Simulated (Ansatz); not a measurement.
The system is W.

```
W
1.0
    -1.58234    1.58234    1.58234
     1.58234   -1.58234    1.58234
     1.58234    1.58234   -1.58234
W
1
Direct
  0.00000 0.00000 0.00000
```

Program: Ansatz 0.2.0. Alike in all runs: task single point; level LDA+U; potentials or basis Ansatz PAW; no spin polarisation; cell as given; k mesh 12 × 12 × 12; cutoff (eV) 420; smearing fermi-dirac 0.05 eV.

Order these runs on this cell by their pressure, lowest first.
A. U W d U = 5 eV
B. U W d U = 8 eV
C. U W d U = 6 eV
D. U W d U = 3 eV

D (-7.7 GPa), A (-5.4 GPa), C (-3.5 GPa), B (3.7 GPa).

Caveats: U without spin polarisation on a metal has little footing; the PAW data sets come from PBE, with cores solved anew for the run's functional, which leaves a small shift of forces and pressure; the U is typed as a test and isn't derived for this compound.
